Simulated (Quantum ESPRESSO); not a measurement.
# LiH (Fm-3m): zone-centre phonons, part 2 of 2

Which modes does LiH (Fm-3m) have at the zone centre?

Quantum ESPRESSO 7.5; DFT LDA, scalar-relativistic, plane waves, PseudoDojo norm-conserving pseudopotentials.

So far. Step 2 (A first look): A gap of 2.7 eV opens on this mesh, so the crystal is taken as an insulator; the start stands at -4.1 GPa. Step 4 (Ground state): The cell stands at -0.041 GPa, close enough for phonons. The relaxed cell has a = 3.910 Å (conventional setting).

The database entry behind the starting cell differs from later determinations by our own check (the deuteride, about 0.2 % short), so it need not match the best structure at ambient conditions.

### Step 5. Zone-centre response

At q = 0 one unit cell holds all displacements; symmetry groups them into irreducible representations that are solved one by one. The response to a field gives ε∞ and the Born charges, which polar modes need.

Input file ph.in:

```
phonons
&inputph
   prefix = 'x'
   outdir = './tmp'
   fildyn = 'g.dyn'
   tr2_ph = 1.0d-18
   epsil = .true.
/
0.000000000000 0.000000000000 0.000000000000
```

The run is started by

```console
OMP_NUM_THREADS=1 mpirun -n 4 ph.x -nk 4 -in ph.in > ph.out
```

What it wrote:

```text
[banners, grids, parts of the stress and lines that vanish by symmetry left out]
[banner, memory and clock lines left out]
Program PHONON v.7.5

     ./tmp/x.save/

     IMPORTANT: XC functional enforced from input :
     Exchange-correlation= PW
                           (   1   4   0   0   0   0   0)
     Any further DFT definition will be discarded
     Please, verify this is what you really want

     G-vector sticks info

     Reading collected, re-writing distributed wavefunctions in ./tmp/

     Number and degeneracy of irreps per q-point
       N         xq(1)         xq(2)         xq(3)   N irreps
       1   0.000000000   0.000000000   0.000000000       2
        3   3

     Calculation of q =    0.0000000   0.0000000   0.0000000

     phonons

     bravais-lattice index     =            0
     lattice parameter (alat)  =       5.2242  a.u.
     unit-cell volume          =     100.8183 (a.u.)^3
     number of atoms/cell      =            2
     number of atomic types    =            2
     kinetic-energy cut-off    =      74.0000  Ry
     charge density cut-off    =     296.0000  Ry
     convergence threshold     =      1.0E-18
     beta                      =       0.7000
     number of iterations used =            4
     Exchange-correlation= PW
                           (   1   4   0   0   0   0   0)

     celldm(1)=    5.22418  celldm(2)=    0.00000  celldm(3)=    0.00000
     celldm(4)=    0.00000  celldm(5)=    0.00000  celldm(6)=    0.00000

     crystal axes: (cart. coord. in units of alat)
               a(1) = (  0.0000  0.7071  0.7071 )
               a(2) = (  0.7071  0.0000  0.7071 )
               a(3) = (  0.7071  0.7071  0.0000 )

     reciprocal axes: (cart. coord. in units 2 pi/alat)
               b(1) = ( -0.7071  0.7071  0.7071 )
               b(2) = (  0.7071 -0.7071  0.7071 )
               b(3) = (  0.7071  0.7071 -0.7071 )

     Atoms inside the unit cell:

     Cartesian axes

     site n.  atom      mass           positions (alat units)
        1  Li      6.9400   tau(    1) = (    0.00000    0.00000    0.00000  )
        2  H       1.0080   tau(    2) = (    0.70711    0.70711    0.70711  )

     Computing dynamical matrix for
                    q = (   0.0000000   0.0000000   0.0000000 )

     49 Sym.Ops. (with q -> -q+G )

     G cutoff =  204.6295  (   8657 G-vectors)     FFT grid: ( 30, 30, 30)
     number of k points=    29
                       cart. coord. in units 2pi/alat
        k(    1) = (   0.0000000   0.0000000   0.0000000), wk =   0.0039062
        k(    2) = (   0.0883883   0.0883883  -0.0883883), wk =   0.0312500
        k(    3) = (   0.1767767   0.1767767  -0.1767767), wk =   0.0312500
        [... further k-points left out ...]

     PseudoPot. # 1 for Li read from file:
     ./pseudo/Li.upf
     Pseudo is Norm-conserving, Zval =  3.0
     Using radial grid of 1944 points,  4 beta functions with:
                l(1) =   0
                l(2) =   0
                l(3) =   1
                l(4) =   1

     PseudoPot. # 2 for H  read from file:
     ./pseudo/H.upf
     Pseudo is Norm-conserving, Zval =  1.0
     Using radial grid of 1180 points,  3 beta functions with:
                l(1) =   0
                l(2) =   0
                l(3) =   1

     Mode symmetry, O_h (m-3m)  point group:

     Electric field:
     Dielectric constant
     Born effective charges as d Force / d E

     Atomic displacements:
     There are    2 irreducible representations

     Representation     1      3 modes -  To be done

     Representation     2      3 modes -  To be done

     Alpha used in Ewald sum =   2.8000

     Electric Fields Calculation

      iter #   1   av.it.:   4.5
      thresh= 1.000E-02 alpha_mix =  0.700 |ddv_scf|^2 =  2.653E-08

      iter #   2   av.it.:   7.3
      thresh= 1.629E-05 alpha_mix =  0.700 |ddv_scf|^2 =  1.263E-09

      iter #   3   av.it.:   7.4
      thresh= 3.553E-06 alpha_mix =  0.700 |ddv_scf|^2 =  9.357E-12

      iter #   4   av.it.:   7.4
      thresh= 3.059E-07 alpha_mix =  0.700 |ddv_scf|^2 =  1.887E-14

      iter #   5   av.it.:   7.9
      thresh= 1.374E-08 alpha_mix =  0.700 |ddv_scf|^2 =  2.558E-17

      iter #   6   av.it.:   7.8
      thresh= 5.058E-10 alpha_mix =  0.700 |ddv_scf|^2 =  3.871E-19

     End of electric fields calculation

          Dielectric constant in cartesian axis

          (       5.195883145       0.000000000       0.000000000 )
          (       0.000000000       5.195883145       0.000000000 )
          (       0.000000000       0.000000000       5.195883145 )

          Effective charges (d Force / dE) in cartesian axis without acoustic sum rule applied (asr)

           atom    1  Li    Mean Z*:        1.03568
      Ex  (        1.03568       -0.00000       -0.00000 )
      Ey  (       -0.00000        1.03568        0.00000 )
      Ez  (       -0.00000        0.00000        1.03568 )
           atom    2  H     Mean Z*:       -1.04531
      Ex  (       -1.04531       -0.00000       -0.00000 )
      Ey  (       -0.00000       -1.04531       -0.00000 )
      Ez  (       -0.00000       -0.00000       -1.04531 )

          Effective charges Sum: Mean:       -0.00963
             -0.00963       -0.00000       -0.00000
             -0.00000       -0.00963       -0.00000
             -0.00000       -0.00000       -0.00963

          Effective charges (d Force / dE) in cartesian axis with asr applied:
           atom    1  Li    Mean Z*:        1.04050
      E*x (        1.04050       -0.00000        0.00000 )
      E*y (       -0.00000        1.04050        0.00000 )
      E*z (        0.00000        0.00000        1.04050 )
           atom    2  H     Mean Z*:       -1.04050
      E*x (       -1.04050        0.00000       -0.00000 )
      E*y (        0.00000       -1.04050       -0.00000 )
      E*z (       -0.00000       -0.00000       -1.04050 )

     Representation #   1 modes #   1   2   3

     Self-consistent Calculation

      iter #   1   av.it.:   4.0
      thresh= 1.000E-02 alpha_mix =  0.700 |ddv_scf|^2 =  7.720E-09

      iter #   2   av.it.:   7.8
      thresh= 8.786E-06 alpha_mix =  0.700 |ddv_scf|^2 =  3.168E-10

      iter #   3   av.it.:   7.8
      thresh= 1.780E-06 alpha_mix =  0.700 |ddv_scf|^2 =  6.418E-13

      iter #   4   av.it.:   8.0
      thresh= 8.011E-08 alpha_mix =  0.700 |ddv_scf|^2 =  3.374E-15

      iter #   5   av.it.:   7.8
      thresh= 5.809E-09 alpha_mix =  0.700 |ddv_scf|^2 =  2.070E-17

      iter #   6   av.it.:   7.8
      thresh= 4.550E-10 alpha_mix =  0.700 |ddv_scf|^2 =  2.191E-19

     End of self-consistent calculation

     Convergence has been achieved

     Representation #   2 modes #   4   5   6

     Self-consistent Calculation

      iter #   1   av.it.:   5.4
      thresh= 1.000E-02 alpha_mix =  0.700 |ddv_scf|^2 =  3.176E-07

      iter #   2   av.it.:   8.1
      thresh= 5.636E-05 alpha_mix =  0.700 |ddv_scf|^2 =  1.215E-08

      iter #   3   av.it.:   8.3
      thresh= 1.102E-05 alpha_mix =  0.700 |ddv_scf|^2 =  1.707E-11

      iter #   4   av.it.:   7.9
      thresh= 4.132E-07 alpha_mix =  0.700 |ddv_scf|^2 =  8.238E-14

      iter #   5   av.it.:   8.0
      thresh= 2.870E-08 alpha_mix =  0.700 |ddv_scf|^2 =  9.334E-16

      iter #   6   av.it.:   8.1
      thresh= 3.055E-09 alpha_mix =  0.700 |ddv_scf|^2 =  2.404E-18

      iter #   7   av.it.:   7.5
      thresh= 1.551E-10 alpha_mix =  0.700 |ddv_scf|^2 =  3.472E-22

     End of self-consistent calculation

     Convergence has been achieved

     Number of q in the star =    1
     List of q in the star:
          1   0.000000000   0.000000000   0.000000000

          Dielectric constant in cartesian axis

          (       5.195883145       0.000000000       0.000000000 )
          (       0.000000000       5.195883145       0.000000000 )
          (       0.000000000       0.000000000       5.195883145 )

          Effective charges (d Force / dE) in cartesian axis without acoustic sum rule applied (asr)

           atom    1  Li    Mean Z*:        1.03568
      Ex  (        1.03568       -0.00000       -0.00000 )
      Ey  (       -0.00000        1.03568        0.00000 )
      Ez  (       -0.00000        0.00000        1.03568 )
           atom    2  H     Mean Z*:       -1.04531
      Ex  (       -1.04531       -0.00000       -0.00000 )
      Ey  (       -0.00000       -1.04531       -0.00000 )
      Ez  (       -0.00000       -0.00000       -1.04531 )

          Effective charges Sum: Mean:       -0.00963
             -0.00963       -0.00000       -0.00000
             -0.00000       -0.00963       -0.00000
             -0.00000       -0.00000       -0.00963

          Effective charges (d Force / dE) in cartesian axis with asr applied:
           atom    1  Li    Mean Z*:        1.04050
      E*x (        1.04050       -0.00000        0.00000 )
      E*y (       -0.00000        1.04050        0.00000 )
      E*z (        0.00000        0.00000        1.04050 )
           atom    2  H     Mean Z*:       -1.04050
      E*x (       -1.04050        0.00000       -0.00000 )
      E*y (        0.00000       -1.04050       -0.00000 )
      E*z (       -0.00000       -0.00000       -1.04050 )

     Diagonalizing the dynamical matrix

     q = (    0.000000000   0.000000000   0.000000000 )

 **************************************************************************
     freq (    1) =       0.027238 [THz] =       0.908562 [cm-1]
     freq (    2) =       0.027238 [THz] =       0.908562 [cm-1]
     freq (    3) =       0.027238 [THz] =       0.908562 [cm-1]
     freq (    4) =      19.367512 [THz] =     646.030674 [cm-1]
     freq (    5) =      19.367512 [THz] =     646.030674 [cm-1]
     freq (    6) =      19.367512 [THz] =     646.030674 [cm-1]
 **************************************************************************

     Mode symmetry, O_h (m-3m)  point group:

     freq (   1-   3) =          0.9  [cm-1]   --> T_1u G_15  G_4- I
     freq (   4-   6) =        646.0  [cm-1]   --> T_1u G_15  G_4- I
```

Elapsed: 28 s, on 4 MPI ranks of Intel Xeon at 2.50GHz (Skylake/Cascade Lake), shared host; 78 s of CPU time.

Numbers from this step:

| Quantity | Value |
| --- | --- |
| miss of the charge sum rule | 0.009630 e |
| largest acoustic frequency at the zone centre before the sum rule | 0.91 cm⁻¹ |
| highest optical zone-centre mode (no LO-TO term) | 646.0 cm⁻¹ |
| lowest optical zone-centre mode | 646.0 cm⁻¹ |
| mean high-frequency dielectric constant | 5.196 |
| largest Born charge in size (third of the trace) | 1.045 e |

Born charge (rows field, columns displacement), before the sum rule (e), principal values of the symmetric part by kind of site:

```tsv
atom	atoms with these values	low	middle	high	mean
Li1	1	1.04	1.04	1.04	1.04
H2	1	-1.05	-1.05	-1.05	-1.05
```

In full for H2:

```
-1.05  0.00  0.00
 0.00 -1.05  0.00
 0.00  0.00 -1.05
```

High-frequency dielectric tensor:

```
5.20 0.00 0.00
0.00 5.20 0.00
0.00 0.00 5.20
```

The acoustic modes at Γ come out as far as 0.9 cm⁻¹ from zero, where they should vanish, a small numerical error; the Born charges miss their sum rule by 0.0096 e, which is good.

### Step 6. Modes with the sum rule

A rigid shift of the crystal must cost nothing, but grids and finite bases break this; the acoustic sum rule is imposed before the matrix is diagonalised again. With Born charges the intensities follow, and the static dielectric tensor.

Input file dynmat.in:

```
&input
   fildyn = 'g.dyn'
   asr = 'simple'
   fileig = 'dynmat.eig'
   lperm = .true.
/
```

The run is started by

```console
dynmat.x -in dynmat.in > dynmat.out
```

What it wrote:

```text
[banner, memory and clock lines left out]
Program DYNMAT v.7.5

     Reading Dynamical Matrix from file g.dyn
     ...Force constants read
     ...epsilon and Z* read
     A direction for q was not specified:TO-LO splitting will be absent

     Polarizability (A^3 units)
     multiply by 0.416905 for Clausius-Mossotti correction
         4.988344    0.000000    0.000000
         0.000000    4.988344    0.000000
         0.000000    0.000000    4.988344

     IR activities are in (D/A)^2/amu units

# mode   [cm-1]    [THz]      IR
    1     -0.00   -0.0000    0.0000
    2     -0.00   -0.0000    0.0000
    3      0.00    0.0000    0.0000
    4    646.04   19.3677   28.3784
    5    646.04   19.3677   28.3784
    6    646.04   19.3677   28.3784

Electronic dielectric permittivity tensor (relative, adimensional)
         5.195883    0.000000    0.000000
         0.000000    5.195883    0.000000
         0.000000    0.000000    5.195883

 ... with zone-center polar mode contributions
        14.902862   -0.000000   -0.000000
        -0.000000   14.902862    0.000000
        -0.000000    0.000000   14.902862
```

It took 1 s on 1 thread.

This step gave:

```
mean static dielectric constant : 14.90
```

Unit eigenvectors of the mass-weighted matrix after the sum rule; no LO-TO term. Modes at Γ, with each element's share of the kinetic energy:

```tsv
mode	frequency (cm⁻¹)	symmetry	Li %	H %
1	0.0	acoustic	87	13
2	0.0	acoustic	87	13
3	0.0	acoustic	87	13
4	646.0	T1u	13	87
5	646.0	T1u	13	87
6	646.0	T1u	13	87
```

Displacements in mode 6 (646.0 cm⁻¹), the largest set to 1:
```
Li1  0.00  0.00 -0.15
H2   0.00  0.00  1.00
```

Degenerate modes summed, no LO-TO term. Infrared lines, with heights relative to the strongest:

```tsv
position (cm⁻¹)	lines merged	label	IR intensity, relative
646	3	T1u	100
```

Static dielectric tensor (ions relaxed, fixed cell):

```
14.90  0.00  0.00
 0.00 14.90  0.00
 0.00  0.00 14.90
```

The rule moves no optical mode by more than 0.1 cm⁻¹.

### Step 7. The LO-TO splitting (1 0 0)

A longitudinal polar mode sets up a macroscopic field that stiffens it; the term hangs on the direction from which q goes to zero.

Input file dynmat.in:

```
&input
   fildyn = 'g.dyn'
   asr = 'simple'
   fileig = 'dynmat.eig'
   q(1) = 1.0
   q(2) = 0.0
   q(3) = 0.0
/
```

The run is started by

```console
dynmat.x -in dynmat.in > dynmat.out
```

What it wrote:

```text
[banner, memory and clock lines left out]
Program DYNMAT v.7.5

     Reading Dynamical Matrix from file g.dyn
     ...Force constants read
     ...epsilon and Z* read

     Polarizability (A^3 units)
     multiply by 0.416905 for Clausius-Mossotti correction
         4.988344    0.000000    0.000000
         0.000000    4.988344    0.000000
         0.000000    0.000000    4.988344

     IR activities are in (D/A)^2/amu units

# mode   [cm-1]    [THz]      IR
    1     -0.00   -0.0000    0.0000
    2     -0.00   -0.0000    0.0000
    3     -0.00   -0.0000    0.0000
    4    646.04   19.3677   28.3784
    5    646.04   19.3677   28.3784
    6   1094.11   32.8007   28.3784
```

Elapsed: 1.3 s, on 1 thread.

This step gave:

```yaml
highest_mode_moved_by_the_lo_to_term: 1094 cm⁻¹
```

Zone-centre frequencies as printed; negative means imaginary. Modes:

```tsv
mode	frequency (cm⁻¹)
1	0
2	0
3	0
4	646
5	646
6	1094
```

The field moves one mode, from 646 to 1094 cm⁻¹; the others stay.

### Step 8. Results

* space group after relaxation: Fm-3m
* volume per atom: 7.47 Å³
* gap on the k-mesh: 2.54 eV
* highest optical zone-centre mode (no LO-TO term): 646.0 cm⁻¹
* highest mode moved by the LO-TO term: 1094 cm⁻¹
* mean high-frequency dielectric constant: 5.20
* largest Born charge in size (third of the trace): 1.05 e
* mean static dielectric constant: 14.9
* imaginary optical modes at the zone centre (no q mesh in this session): none

At the LDA level the optical modes of LiH (Fm-3m) at the zone centre (no LO-TO term) lie at 646 cm⁻¹. Along the directions run, the highest mode that the macroscopic field moves lies at 1094 cm⁻¹. Lattice motion raises the mean dielectric constant from 5.196 to 14.90. The Lyddane-Sachs-Teller relation holds: (ωLO/ωTO)² is 2.87 and ε₀/ε∞ is 2.87. Left out of this account: PBE with PseudoDojo NC, since it is gradient-corrected and no frozen-mode check or second program bears its response out; PBEsol with PseudoDojo NC, since it is gradient-corrected and no frozen-mode check or second program bears its response out. What is said of the levels holds for those shown. These are harmonic frequencies at zero temperature: anharmonic shifts and linewidths and thermal expansion are left out.

[Host names and launcher messages were left out of these logs when they were recorded.]

[Logs are printed without paths, hosts, clocks, repeated set-up lines and the standing remarks that a program may print on its own settings, such as how far it seeks lower states.]

[Hosts, paths, dates, database ids (printed as entryN), source tags and the programs' standing remarks are cut or masked in the printed files.]
